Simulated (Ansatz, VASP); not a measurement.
## KF in VASP and in Ansatz

```
CELL_PARAMETERS angstrom
0.00000 2.67350 2.67350
2.67350 0.00000 2.67350
2.67350 2.67350 0.00000
ATOMIC_POSITIONS crystal
K 0.00000 0.00000 0.00000
F 0.50000 0.50000 0.50000
```

Alike in both runs: task electric field gradients; functional PBEsol; k mesh 9 × 9 × 9; occupations fermi-dirac, width 0.01 eV; no spin polarisation.

|  | VASP | Ansatz |
| --- | --- | --- |
| version | VASP 6.6.1 | Ansatz 0.2.0 |
| potentials or method | VASP PAW PBE potentials, release 64 (K_sv, F), cutoff 520 eV | all-electron PAW with datasets made for the crystal, scalar-relativistic |

VASP gave:

| Item | Value |
| --- | --- |
| gap on the k mesh at the Fermi level (eV) | 6.02 |
| pressure (GPa) | -0.7 |
| Vzz of the field gradient on the site that differs most (V/Å²) | 0.0 |

Question: What did Ansatz give for the same quantities?

Answer: gap on the k mesh at the Fermi level (eV): 6.03; pressure (GPa): -0.7; Vzz of the field gradient on the site that differs most (V/Å²): 0.0.

Ansatz ran all-electron here, so the differences hold the error of VASP's frozen core and of both bases.

Caveats: the PAW data sets were made with another functional, which shifts forces and pressure a little (VASP); an odd mesh through Γ misses points on the zone boundary, where band edges often lie. Expect the measured gap to be larger: semilocal functionals such as PBEsol lack the derivative discontinuity.
